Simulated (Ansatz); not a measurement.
# Ansatz 0.2.0, settings compared: TiO2

The input file (Ansatz 0.2.0, plane waves):

```yaml
crystal:
  lattice:
    - [-1.88155199, 1.87610407, 4.71294882]
    - [1.87559018, -1.87353363, 4.70955745]
    - [1.87958062, 1.87156226, -4.71192713]
  atoms:
    - { symbol: Ti, position: [0.02099513, 0.00806886, 0.01854898] }
    - { symbol: Ti, position: [0.74349666, 0.24332776, 0.49019293] }
    - { symbol: O, position: [0.17075856, 0.17109601, 0.97532106] }
    - { symbol: O, position: [0.94001276, 0.41526654, 0.49707192] }
    - { symbol: O, position: [0.57501495, 0.07015183, 0.50730406] }
    - { symbol: O, position: [0.80427342, 0.81067792, 0.97768499] }
kpoints:
  mp_grid: { grid: [5, 5, 7], shift: [0.0, 0.5, 0.5] }
magnetization:
  spin_polarized: true
scf:
  occupations: { method: methfessel_paxton, width: 0.0725 }
hamiltonian:
  pseudopotentials: { kind: paw }
  xc: r2scan
basis:
  ecutwfc: 500
output:
  forces: true
  stress: true
  eigenvalues: true
```

Run with:

```bash
ansatz run input.yaml --threads 1 --pin off --max-ram 2560MiB --backend cpu --events-out ev --progress --plain --runs-dir out
```

Origin of the cell: a strained cell with displaced atoms, so it need not be a known compound.

Output of this run (shortened):

```
basis.fft_grid_basis auto: the FFT boxes are laid along the combinations [[1, 0, 1], [0, 1, 1], [0, -1, 0]] of the cell's own vectors, 3.748, 3.755 and 5.404 Å long. The dense box has 30×30×40 points. […]
band count auto-derived: 32 (N_el = 48.0; filled up to band 24; 30 by the electrons, moments and atoms)
Pseudopotentials: kind: paw
Pseudopotential: Ti, paw, valence charge 12, recommended cutoff 500 eV (meta_gga), Ti.paw.azcp
Pseudopotential: O, paw, valence charge 6, recommended cutoff 500 eV (meta_gga), O.paw.azcp
Functional definition: r2SCAN
  exchange = r2scan_x(k0 = k0, k1 = k1, a1 = a1)
  correlation = r2scan_c
Crystal: 6 atoms, lattice volume = 66.302 Å³
Basis set: ecut = 500 eV, 1677 PW (Γ), FFT grids on a1+a3, a2+a3, −a2, exchange–correlation on 120×120×160 points (64 copies of the dense FFT grid, shifted against one another)
Bands: 32, of which v1, the nominal top of the filled ones, is band 24 counted from 1 (23 counted from 0)
[… 9 lines left out …]
Initial density: superposition of atomic densities (chi_scale 0.1, normalization cell, long waves kept (reshape's long-wave potential 0.01 eV rms))
Functional: x = r2scan, c = r2scan; τ floored in thin density (d = 2e-4 eV/Å³)
SCF iter   1: F=—  HF=-7290.048115 eV  Δρ=5.20e-2  dr2=7.26e0  dr2_τ=3.20e-1  dr2_m=0.00e0  M=0.000 μB ∫|m|=0.000 μB
SCF iter   2: F=—  HF=-7288.690325 eV  S|Δr|=    0.00e0  Δρ=2.49e-2  dr2=1.29e0  dr2_τ=6.01e-2  dr2_m=0.00e0  M=0.000 μB ∫|m|=0.000 μB  defer=197
SCF iter   3: F=—  HF=-7288.441372 eV  S|Δr|=    0.00e0  Δρ=1.42e-2  dr2=3.16e-1  dr2_τ=5.95e-3  dr2_m=9.92e-3  M=0.185 μB ∫|m|=0.186 μB  defer=197
SCF iter   4: F=—  HF=-7288.693231 eV  Δρ=1.48e-2  dr2=3.90e-1  dr2_τ=6.72e-3  dr2_m=7.51e-3  M=0.000 μB ∫|m|=0.033 μB  defer=389
SCF iter   5: F=—  HF=-7288.724884 eV  Δρ=1.01e-2  dr2=1.18e-1  dr2_τ=5.32e-3  dr2_m=0.00e0  M=0.000 μB ∫|m|=0.000 μB  defer=191
[… 3 lines left out …]
SCF iter   9: F=—  HF=-7288.766810 eV  S|Δr|=    0.00e0  Δρ=3.06e-4  dr2=3.58e-4  dr2_τ=6.11e-6  dr2_m=0.00e0  M=0.000 μB ∫|m|=0.000 μB  defer=198
SCF iter  10: F=—  HF=-7288.766746 eV  S|Δr|=    0.00e0  Δρ=9.70e-5  dr2=1.29e-5  dr2_τ=4.90e-7  dr2_m=0.00e0  M=0.000 μB ∫|m|=0.000 μB  defer=198
SCF iter  11: F=—  HF=-7288.766745 eV  S|Δr|=    0.00e0  Δρ=4.09e-5  dr2=4.25e-6  dr2_τ=1.36e-7  dr2_m=0.00e0  M=0.000 μB ∫|m|=0.000 μB  defer=198
SCF iter  12: F=—  HF=-7288.766744 eV  S|Δr|=    0.00e0  Δρ=1.44e-5  dr2=3.25e-7  dr2_τ=1.74e-8  dr2_m=0.00e0  M=0.000 μB ∫|m|=0.000 μB  defer=198
SCF iter  13: F=-7288.766744 eV  HF=-7288.766744 eV  S|Δr|=    0.00e0  Δρ=3.63e-6  dr2=1.01e-8  dr2_τ=1.01e-9  dr2_m=0.00e0  M=0.000 μB ∫|m|=0.000 μB
SCF 1 converged in 13 iterations: F = -7288.766744 eV  dr2 = 1.01e-8
this state was not tested for a lower state beside it, because cold or Methfessel-Paxton smearing, or corrected tetrahedra, fill the levels in a way that the test cannot read (fill_not_monotonic; see scf.lower_state_search)
SCF converged after 13 iterations
Magnetization: 0.0000 μB (24.0000 up, 24.0000 down)
Absolute magnetization: 0.0000 μB (∫|ρ↑−ρ↓|)
Spin contamination: 0.0000 ħ² per cell (⟨S²⟩ above its minimum at these occupations)
Per-site moments (μB) at R_I (Å): [(0.0, 0.693652), (0.0, 0.697501), (0.0, 0.693652), (0.0, 0.703269), (0.0, 0.697501), (0.0, 0.727054)]
Free energy (F): -7288.766744 eV
Harris-Foulkes:  -7288.766744 eV  (|F-HF|=4.42e-9)
Internal energy: -7288.766744 eV  (E = F + TS)
E sigma→0 (E₀):  -7288.766744 eV
Fermi energy:    9.335113 eV
--- Per-component energies (eV) ---
  E_band       = -480.968312
  E_kinetic    = 1276.914336
  E_local      = -3846.903397  (includes V_loc(G=0)·N_el)
  E_nonlocal   = 195.975784
  E_hartree    = 1525.867977
  E_xc         = -486.999721
  E_vxc        = -699.725412  (∫ρ·V_xc dr)
  E_paw        = -2752.696097  (= ΣΔE_a)
  E_vpaw       = -505.115457  (= ΣTr[D̂ρ^β])
  E_aug_tail   = 0.004404  (compensation charges beyond the density's cutoff)
  E_vtau       = 46.142179  (kinetic-family band-sum trace: ∫τ·v_τ [+ j·A + Jᵃ·Aᵃ] dr)
  E_ewald      = -3200.295352
  E_core_change = -0.634678  (= ΣΔE_core)
[… 5 lines left out …]
  atom   2  Ti    -0.030450    -0.807367     1.330174
  atom   3  O     -0.392347     0.880555     8.878174
  atom   4  O      0.615062     0.580956     9.492279
  atom   5  O      0.166621    -0.765640    -9.282183
  atom   6  O     -0.547573    -0.660429    -7.409210
  max |Σ_I F_I| component: 1.03e-5 eV/Å
--- Stress (GPa, compression-positive) ---
        9.080215       0.010039      -1.089526
        0.010039      18.315644       3.474852
       -1.089526       3.474850     105.021764
  P = ⅓ Tr σ = 44.1392 GPa (441.392 kbar)
```

The same input was run again with these changes:

1. `kpoints.mp_grid.grid` [5, 5, 7] → [2, 2, 4]
2. `hamiltonian.xc` r2scan → pbe; `basis.ecutrho_ratio` default → 6
3. `hamiltonian.hubbard` default → { sites: [{ species: Ti, l: d, u_eff: 3.0 }], double_counting: fll }; `basis.ecutwfc` 500 → "800 eV"; `scf.algorithm` default → density_mixing
4. `scf.occupations.width` 0.0725 → 0.001

```json
{"run": "base", "end": "converged", "SCF iterations": "13", "P (GPa)": "44.14", "max force component (eV/Å)": "9.492", "moment (μB)": "0.00", "ΔE(σ→0) (meV/atom)": "0"}
{"run": "1", "end": "converged", "SCF iterations": "13", "P (GPa)": "44.16", "max force component (eV/Å)": "9.491", "moment (μB)": "0.00", "ΔE(σ→0) (meV/atom)": "-0.12"}
{"run": "2", "end": "converged", "SCF iterations": "14", "P (GPa)": "47.80", "max force component (eV/Å)": "9.297", "moment (μB)": "0.00", "ΔE(σ→0) (meV/atom)": "–"}
{"run": "3", "end": "converged", "SCF iterations": "13", "P (GPa)": "46.96", "max force component (eV/Å)": "9.599", "moment (μB)": "0.00", "ΔE(σ→0) (meV/atom)": "–"}
{"run": "4", "end": "converged", "SCF iterations": "13", "P (GPa)": "44.14", "max force component (eV/Å)": "9.492", "moment (μB)": "0.00", "ΔE(σ→0) (meV/atom)": "0.00"}
```

Energies are compared only where functional, datasets, charge and starting cell are the same.

Caveats of the base run: spin is on but no moment was typed; the given cell is far from equilibrium, with atoms too close or a volume far off.

The base run ran for 78 s on 1 thread of Arm Neoverse V1, on a shared host, peak memory 0.66 GiB, from the program's own first density.
